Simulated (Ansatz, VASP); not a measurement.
Pt: VASP beside Ansatz

File INCAR:

```
ALGO     = Fast           # electronic algorithm
EDIFF    = 1E-6           # SCF threshold, eV
ENCUT    = 520            # plane-wave cutoff, eV
GGA      = PS             # functional
ISIF     = 2              # what is computed and relaxed
ISMEAR   = 0              # smearing method
LASPH    = True           # aspherical terms in the spheres
LCHARG   = True           # write CHGCAR
LELF     = True           # ELF
LREAL    = False          # projectors in reciprocal space
LVHAR    = True         
LWAVE    = False          # write WAVECAR
NBANDS   = 11             # bands
NELM     = 80             # most SCF steps
PREC     = Accurate       # precision mode
SIGMA    = 0.15           # smearing width, eV
```

The input KPOINTS:

```
k-points
0
Gamma
  22 22 22
```

The input POSCAR:

```
Pt
1.0
   -1.5604567000      1.5604567000      1.5604567000
    1.5604567000     -1.5604567000      1.5604567000
    1.5604567000      1.5604567000     -1.5604567000
Pt
1
Direct
    0.0000000000      0.0000000000      0.0000000000
```

Input for Ansatz:

```yaml
crystal:
  lattice:
    - [-1.5604567, 1.5604567, 1.5604567]
    - [1.5604567, -1.5604567, 1.5604567]
    - [1.5604567, 1.5604567, -1.5604567]
  atoms:
    - { symbol: Pt, position: [0.0, 0.0, 0.0] }
basis:
  ecutwfc: 420
kpoints:
  mp_grid: { grid: [22, 22, 22] }
hamiltonian:
  xc: pbesol
scf:
  occupations: { method: gaussian, width: 0.15 }
output:
  forces: true
  stress: true
  eigenvalues: true
```

Change from the starting cell: strain -0.015 along x and y, -0.015 along z, atoms carried along.

Alike in both runs: task single point; functional PBEsol; k mesh 22 × 22 × 22; occupations gaussian, width 0.15 eV; no spin polarisation.

```csv
,VASP,Ansatz
version,VASP 6.6.1,Ansatz 0.2.0
potentials or method,"VASP PAW PBE potentials, release 64 (Pt)","scalar-relativistic, plane waves, PAW"
plane-wave cutoff (eV),520,420
valence electrons in the cell,10,18
```

|  | VASP | Ansatz | Ansatz less VASP |
| --- | --- | --- | --- |
| gap on the k mesh at the Fermi level (eV) | none | none | - |
| pressure (GPa) | -0.2 | 0.2 | +0.37 |

A gap of «none» marks a metal or a gap that the smearing closes. The two sets of potentials don't hold the same shells in valence.

Caveats: the PAW data sets were made with another functional, which shifts forces and pressure a little (VASP). Spin-orbit coupling is left out, which matters for the levels of Pt.
